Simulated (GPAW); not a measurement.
Si2Mo:

```xyz
3
Lattice="-1.6000 1.6000 3.9305 1.6000 -1.6000 3.9305 1.6000 1.6000 -3.9305" Properties=species:S:1:pos:R:3 pbc="T T T"
Mo    0.0000    0.0000    0.0000
Si    0.0000    0.0000    5.2433
Si    0.0000    0.0000    2.6177
```

Base run:

| Property | Result |
| --- | --- |
| Program | GPAW 26.7.0 |
| Functional | PBE |
| Potentials or basis | GPAW PAW data sets (gpaw-data 1.2.1), other valence |
| Cutoff | 600 eV |
| Basis | pw |
| k mesh | 8 × 8 × 8 |
| Occupations | fermi-dirac, width 0.05 eV |
| Spin | no spin polarisation |

Its results: pressure 4.7 GPa; largest force 0.259 eV/Å.

Problem. The run is repeated on the same cell with these changes: potentials or basis from GPAW PAW data sets (gpaw-data 1.2.1), other valence to SG15 ONCV 1.2; cutoff from 600 eV to 1100 eV; valence electrons from 14 to 22. What comes out?

Solution. Pressure 2.5 GPa; largest force 0.321 eV/Å.
